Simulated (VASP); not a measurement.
# BN: input slips in a phonon run and what they do

Some phonon runs on BN get a fault in the input on purpose. Which of them show, and how? The starting structure is a measured crystal structure from the Crystallography Open Database.

Main program and level: VASP 6.6.1; Kohn-Sham DFT with plane waves and PAW; LDA.

### Step 1. Starting point

Symmetry: P6_3/mmc, No. 194, hexagonal system. Conventional cell: a = 2.504 Å, b = 2.504 Å, c = 6.661 Å, α = 90.00°, β = 90.00°, γ = 120.00°. N has 3 B at 1.45 Å nearest. B has 3 N at 1.45 Å nearest. Farther neighbours and most contacts between anions are not listed.

Structure file:

```cif
data_structure
_symmetry_space_group_name_H-M 'P 1'
_symmetry_Int_Tables_number 1
_cell_length_a 2.5040
_cell_length_b 2.5040
_cell_length_c 6.6612
_cell_angle_alpha 90.000
_cell_angle_beta 90.000
_cell_angle_gamma 120.000
_cell_volume 36.17
loop_
_atom_site_label
_atom_site_type_symbol
_atom_site_fract_x
_atom_site_fract_y
_atom_site_fract_z
_atom_site_occupancy
N1 N 0.66667 0.33333 0.25000 1
N2 N 0.33333 0.66667 0.75000 1
B3 B 0.66667 0.33333 0.75000 1
B4 B 0.33333 0.66667 0.25000 1
```

### Step 2. Reference modes

The cell comes from a relaxation at this level, not shown (34.71 Å³).

Input file INCAR:

```
SYSTEM = BN
PREC = Accurate
ENCUT = 520
EDIFF = 1E-08
NELM = 100
ISMEAR = 0
SIGMA = 0.03
LREAL = .FALSE.
ALGO = Normal
GGA = CA
NBANDS = 14
LORBIT = 11
LWAVE = .FALSE.
LCHARG = .FALSE.
KPAR = 8
IBRION = 8
LEPSILON = .TRUE.
LPEAD = .TRUE.
ISIF = 2
```

Input file POSCAR:

```
BN
1.0
    2.4906736249      0.0000000000      0.0000000000
   -1.2453368124      2.1569866317      0.0000000000
    0.0000000000      0.0000000000      6.4610626087
N B
2 2
Direct
    0.6666666667      0.3333333333      0.2500000000
    0.3333333333      0.6666666667      0.7500000000
    0.6666666667      0.3333333333      0.7500000000
    0.3333333333      0.6666666667      0.2500000000
```

Input file KPOINTS:

```
Automatic mesh
0
Gamma
14 14 6
0 0 0
```

Potentials, in the order of the species: N and B (LDA family, release 64).

Launch:

```
$ mpirun -np 8 vasp_std
```

The program printed:

```text
[banner, memory and clock lines left out]
running    8 mpi-ranks, on    1 nodes
 distrk:  each k-point on    1 cores,    8 groups
 distr:  one band on    1 cores,    1 groups

 POSCAR found type information on POSCAR N B
 POSCAR found :  2 types and       4 ions
|                                                                             |
|           W    W    AA    RRRRR   N    N  II  N    N   GGGG   !!!           |
|           W    W   A  A   R    R  NN   N  II  NN   N  G    G  !!!           |
|           W    W  A    A  R    R  N N  N  II  N N  N  G       !!!           |
|           W WW W  AAAAAA  RRRRR   N  N N  II  N  N N  G  GGG   !            |
|           WW  WW  A    A  R   R   N   NN  II  N   NN  G    G                |
|           W    W  A    A  R    R  N    N  II  N    N   GGGG   !!!           |
|                                                                             |
|     For optimal performance we recommend to set                             |
|       NCORE = 2 up to number-of-cores-per-socket                            |
|     NCORE specifies how many cores store one orbital (NPAR=cpu/NCORE).      |
|     This setting can greatly improve the performance of VASP for DFT.       |
|     The default, NCORE=1 might be grossly inefficient on modern             |
|     multi-core architectures or massively parallel machines. Do your        |
|     Unfortunately you need to use the default for GW and RPA                |
|     calculations (for HF NCORE is supported but not extensively tested      |
|     yet).                                                                   |
|                                                                             |

 LDA part: xc-table for (Slater(with rela. corr.)+CA(PZ))
 , standard interpolation
 POSCAR, INCAR and KPOINTS ok, starting setup
 FFT: planning ... GRIDC
 FFT: planning ... GRID_SOFT
 FFT: planning ... GRID
 WAVECAR not read
 entering main loop
       N       E                     dE             d eps       ncg     rms          rms(c)
DAV:   1     0.479105585323E+02    0.47911E+02   -0.81674E+03  2696   0.106E+03
DAV:   2    -0.393692488268E+02   -0.87280E+02   -0.79121E+02  3794   0.229E+02
DAV:   3    -0.426014607808E+02   -0.32322E+01   -0.32128E+01  3558   0.438E+01
DAV:   4    -0.426230191551E+02   -0.21558E-01   -0.21553E-01  3144   0.404E+00
DAV:   5    -0.426232542359E+02   -0.23508E-03   -0.23506E-03  3534   0.404E-01    0.111E+01
DAV:   6    -0.390678448006E+02    0.35554E+01   -0.70234E+00  3090   0.207E+01    0.488E+00
DAV:   7    -0.387012738388E+02    0.36657E+00   -0.46688E-01  3426   0.525E+00    0.298E+00
DAV:   8    -0.385851557155E+02    0.11612E+00   -0.30456E-01  3204   0.389E+00    0.428E-01
DAV:   9    -0.385806782240E+02    0.44775E-02   -0.15132E-02  3114   0.980E-01    0.182E-01
DAV:  10    -0.385806440452E+02    0.34179E-04   -0.58305E-04  3264   0.208E-01    0.243E-02
DAV:  11    -0.385806574426E+02   -0.13397E-04   -0.24133E-05  3204   0.435E-02    0.172E-02
DAV:  12    -0.385806569867E+02    0.45596E-06   -0.59935E-06  3120   0.188E-02    0.122E-03
DAV:  13    -0.385806569642E+02    0.22452E-07   -0.32616E-07  3366   0.406E-03    0.337E-04
DAV:  14    -0.385806569688E+02   -0.45816E-08   -0.34478E-09  2310   0.506E-04
   1 F= -.38580657E+02 E0= -.38580657E+02  d E =-.665013E-15
 Linear response reoptimize wavefunctions to high precision
DAV:   1    -0.385806569687E+02    0.62528E-10   -0.18431E-10  2220   0.121E-04
 Linear response to external field (no local field effect), progress :
  Direction:   1
       N       E                     dE             d eps       ncg     rms          rms(c)
RMM:   1    -0.425736235988E+00   -0.42574E+00   -0.19465E+00  2283   0.299E+00
RMM:   2    -0.435748427361E+00   -0.10012E-01   -0.31303E-03  2257   0.275E-01
RMM:   3    -0.435776079089E+00   -0.27652E-04   -0.35851E-05  2304   0.242E-02
RMM:   4    -0.435776484193E+00   -0.40510E-06   -0.47246E-07  2286   0.276E-03
RMM:   5    -0.435776489793E+00   -0.55999E-08   -0.62567E-08  1589   0.389E-04
 change of polarisation eV/A/(eV/A) component  1 :     0.872     0.231    -0.031
 dielectric tensor                  component  1 :     5.544     1.204    -0.164
 Linear response to external field (no local field effect), progress :
  Direction:   2
       N       E                     dE             d eps       ncg     rms          rms(c)
RMM:   1    -0.337259821251E+00   -0.33726E+00   -0.13539E+00  2282   0.286E+00
RMM:   2    -0.345396440511E+00   -0.81366E-02   -0.22385E-03  2234   0.250E-01
RMM:   3    -0.345419317003E+00   -0.22876E-04   -0.29248E-05  2304   0.221E-02
RMM:   4    -0.345419671592E+00   -0.35459E-06   -0.36524E-07  2286   0.254E-03
RMM:   5    -0.345419675949E+00   -0.43573E-08   -0.25343E-08  1513   0.360E-04
 change of polarisation eV/A/(eV/A) component  2 :     0.231     0.691    -0.043
 dielectric tensor                  component  2 :     1.204     4.601    -0.225
 Linear response to external field (no local field effect), progress :
  Direction:   3
       N       E                     dE             d eps       ncg     rms          rms(c)
RMM:   1    -0.211990011913E+00   -0.21199E+00   -0.56016E-01  2121   0.237E+00
RMM:   2    -0.215437830158E+00   -0.34478E-02   -0.28284E-03  2304   0.333E-01
RMM:   3    -0.215461934688E+00   -0.24105E-04   -0.25566E-05  2287   0.230E-02
[...]
RMM:   3    -0.190862545480E+00    0.24575E-01   -0.21108E-02  5267   0.831E-01    0.338E-01
RMM:   4    -0.191299290849E+00   -0.43675E-03   -0.16297E-02  5802   0.729E-01    0.946E-02
RMM:   5    -0.194150064759E+00   -0.28508E-02   -0.18541E-04  4368   0.104E-01    0.110E-02
RMM:   6    -0.194293026210E+00   -0.14296E-03   -0.51104E-06  4787   0.127E-02    0.392E-03
RMM:   7    -0.194404971686E+00   -0.11195E-03   -0.46557E-07  4862   0.406E-03    0.571E-04
RMM:   8    -0.194405192632E+00   -0.22095E-06   -0.23670E-08  4984   0.742E-04    0.205E-04
RMM:   9    -0.194406840976E+00   -0.16483E-05   -0.33119E-09  4783   0.357E-04    0.235E-05
RMM:  10    -0.194406238894E+00    0.60208E-06    0.22292E-09  3232   0.539E-05    0.933E-06
 change of polarisation eV/A/(eV/A) component  3 :    -0.031    -0.043     0.362
 dielectric tensor                  component  3 :    -0.162    -0.223     2.886
 Linear response DOF=           4
 Linear response progress:
  Degree of freedom:   1/  4
       N       E                     dE             d eps       ncg     rms          rms(c)
RMM:   1    -0.237955504910E+00   -0.23796E+00    0.13980E-01 21347   0.341E+00
RMM:   2    -0.229784141836E+00    0.81714E-02   -0.42226E-03 18384   0.490E-01    0.283E-01
RMM:   3    -0.230535943438E+00   -0.75180E-03   -0.11620E-03 17343   0.226E-01    0.151E-01
RMM:   4    -0.232877321456E+00   -0.23414E-02   -0.10146E-03 16266   0.217E-01    0.252E-02
RMM:   5    -0.232895784523E+00   -0.18463E-04   -0.31656E-05 20034   0.363E-02    0.155E-03
RMM:   6    -0.232899918813E+00   -0.41343E-05   -0.71129E-07 20347   0.297E-03    0.891E-04
RMM:   7    -0.232894960622E+00    0.49582E-05    0.81223E-07 20099   0.716E-04    0.122E-04
RMM:   8    -0.232897315995E+00   -0.23554E-05   -0.27824E-06 19244   0.250E-04    0.221E-05
RMM:   9    -0.232897363163E+00   -0.47168E-07   -0.64855E-07 20918   0.836E-05    0.380E-06
RMM:  10    -0.232897238831E+00    0.12433E-06   -0.55682E-07 20149   0.425E-05    0.104E-06
RMM:  11    -0.232897283495E+00   -0.44665E-07   -0.12714E-07 17604   0.356E-05    0.275E-07
RMM:  12    -0.232897170407E+00    0.11309E-06   -0.27432E-07 13647   0.343E-05    0.830E-08
 first order change of Fermi-energy   0.16615E-04
 force on displaced ion       1 direction 1 : -42.698   0.006   0.000
 Born effective charge ion    1 direction 1 :  -2.705  -0.002   0.000
 Linear response progress:
  Degree of freedom:   2/  4
       N       E                     dE             d eps       ncg     rms          rms(c)
RMM:   1    -0.263402945910E+00   -0.26340E+00    0.15349E-01  6500   0.302E+00
RMM:   2    -0.263743509064E+00   -0.34056E-03   -0.12921E-03  5593   0.256E-01    0.196E-01
RMM:   3    -0.263902861299E+00   -0.15935E-03   -0.15872E-03  5332   0.229E-01    0.868E-02
RMM:   4    -0.264912324658E+00   -0.10095E-02   -0.69376E-04  5508   0.152E-01    0.145E-02
RMM:   5    -0.264936128071E+00   -0.23803E-04   -0.10997E-05  6061   0.245E-02    0.311E-03
RMM:   6    -0.264968303698E+00   -0.32176E-04   -0.14956E-06  6199   0.521E-03    0.107E-03
RMM:   7    -0.264950943637E+00    0.17360E-04   -0.61539E-09  5709   0.206E-03    0.132E-04
RMM:   8    -0.264950766096E+00    0.17754E-06   -0.94581E-09  6531   0.325E-04    0.193E-05
RMM:   9    -0.264951126364E+00   -0.36027E-06    0.92553E-09  6023   0.610E-05    0.967E-06
RMM:  10    -0.264951183560E+00   -0.57196E-07   -0.15953E-09  6618   0.399E-05    0.858E-07
RMM:  11    -0.264951131141E+00    0.52419E-07    0.58315E-09  4965   0.300E-05    0.414E-07
RMM:  12    -0.264951131806E+00   -0.66519E-09   -0.21089E-09  4515   0.294E-05    0.679E-08
 first order change of Fermi-energy   0.25703E-03
 force on displaced ion       1 direction 3 :  -0.000   0.000 -13.960
 Born effective charge ion    1 direction 3 :   0.000  -0.000  -0.821
 Linear response progress:
  Degree of freedom:   3/  4
       N       E                     dE             d eps       ncg     rms          rms(c)
RMM:   1    -0.557958777622E-01   -0.55796E-01   -0.65689E-02 26064   0.159E+00
RMM:   2    -0.422978667175E-01    0.13498E-01   -0.33165E-03 18280   0.332E-01    0.220E-01
RMM:   3    -0.419876888846E-01    0.31018E-03   -0.19542E-03 18297   0.141E-01    0.120E-01
RMM:   4    -0.422687861978E-01   -0.28110E-03   -0.16119E-03 17750   0.145E-01    0.136E-02
RMM:   5    -0.421483595182E-01    0.12043E-03    0.98362E-06 19404   0.176E-02    0.143E-03
RMM:   6    -0.421509989425E-01   -0.26394E-05   -0.65923E-06 19735   0.158E-03    0.713E-04
RMM:   7    -0.421456335120E-01    0.53654E-05   -0.22868E-06 19103   0.948E-04    0.850E-05
RMM:   8    -0.421462532764E-01   -0.61976E-06   -0.53977E-07 20226   0.180E-04    0.358E-05
RMM:   9    -0.421461216494E-01    0.13163E-06    0.35754E-07 20356   0.488E-05    0.655E-06
RMM:  10    -0.421461698602E-01   -0.48211E-07    0.66370E-07 20380   0.257E-05    0.118E-06
RMM:  11    -0.421461835912E-01   -0.13731E-07    0.65261E-07 17244   0.166E-05    0.192E-07
RMM:  12    -0.421461095266E-01    0.74065E-07    0.59780E-07 12332   0.150E-05    0.952E-08
 first order change of Fermi-energy  -0.21872E-04
 force on displaced ion       3 direction 1 : -42.630   0.000   0.000
 Born effective charge ion    3 direction 1 :   2.706   0.000   0.000
 Linear response progress:
  Degree of freedom:   4/  4
       N       E                     dE             d eps       ncg     rms          rms(c)
RMM:   1    -0.473473873768E-01   -0.47347E-01    0.43375E-02  7397   0.129E+00
RMM:   2    -0.476126473419E-01   -0.26526E-03   -0.55088E-04  5676   0.165E-01    0.146E-01
RMM:   3    -0.473533380870E-01    0.25931E-03    0.68018E-05  5576   0.496E-02    0.865E-02
RMM:   4    -0.472791581797E-01    0.74180E-04    0.15532E-04  5718   0.518E-02    0.761E-03
RMM:   5    -0.472354725743E-01    0.43686E-04    0.49936E-05  5996   0.129E-02    0.164E-03
RMM:   6    -0.472312590692E-01    0.42135E-05    0.21074E-06  6292   0.214E-03    0.578E-04
RMM:   7    -0.472295604275E-01    0.16986E-05   -0.97115E-07  6379   0.558E-04    0.162E-04
RMM:   8    -0.472294124475E-01    0.14798E-06    0.87319E-07  6390   0.199E-04    0.340E-05
RMM:   9    -0.472296234738E-01   -0.21103E-06   -0.32197E-08  6443   0.530E-05    0.953E-06
RMM:  10    -0.472296300961E-01   -0.66223E-08    0.25466E-08  6612   0.253E-05    0.197E-06
 first order change of Fermi-energy  -0.36199E-03
 force on displaced ion       3 direction 3 :   0.000  -0.000 -13.743
 Born effective charge ion    3 direction 3 :   0.000   0.000   0.821
 Born effective charges drift removed
 Linear response finished
```

Run time: 90 s. Hardware: 8 MPI ranks of AMD EPYC 9R45, shared host; peak memory 4.7 GiB.

The logs omit lines about the potential files and the build; timing stands in the text.

(Part 1 of 3 ends here.)

[Lines on the potential files, build, host, timing and source positions are cut from VASP's logs without a mark.]

[Logs are printed without paths, hosts, clocks, repeated set-up lines and the standing remarks that a program may print on its own settings, such as how far it seeks lower states.]

[Hosts, paths, dates, database ids (printed as entryN), source tags and the programs' standing remarks are cut or masked in the printed files.]
